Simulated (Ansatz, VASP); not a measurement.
**CdF2 in VASP and in Ansatz**

```
Cd F
1.0
     0.00000    2.74684    2.74684
     2.74684    0.00000    2.74684
     2.74684    2.74684    0.00000
Cd F
1 2
Direct
  0.00000 0.00000 0.00000
  0.75000 0.75000 0.75000
  0.25000 0.25000 0.25000
```

Change from the starting cell: volume scaled by 1.06.

Alike in both runs: task single point; functional PBE; k mesh 9 × 9 × 9; occupations fermi-dirac, width 0.05 eV; no spin polarisation.

|  | VASP | Ansatz |
| --- | --- | --- |
| version | VASP 6.6.1 | Ansatz 0.2.0 |
| potentials or method | VASP PAW PBE potentials, release 64 (Cd, F) | Ansatz PAW |
| plane-wave cutoff (eV) | 520 | 420 |
| valence electrons in the cell | 26 | 34 |

VASP gave:

* gap on the k mesh at the Fermi level (eV): 2.89
* least direct gap on the mesh (eV): 3.43
* pressure (GPa): -0.1

Task: Which values does Ansatz return?

Result: gap on the k mesh at the Fermi level (eV): 2.92; least direct gap on the mesh (eV): 3.46; pressure (GPa): -0.6.

The two sets of potentials don't hold the same shells in valence.

Caveats: an odd mesh through Γ misses points on the zone boundary, where band edges often lie (VASP); odd divisions of the mesh miss points on the zone boundary, where band edges often lie, so the gap on the mesh can be too wide (Ansatz); the pressure holds a Pulay correction of +0.6 GPa for the finite cutoff (Ansatz).
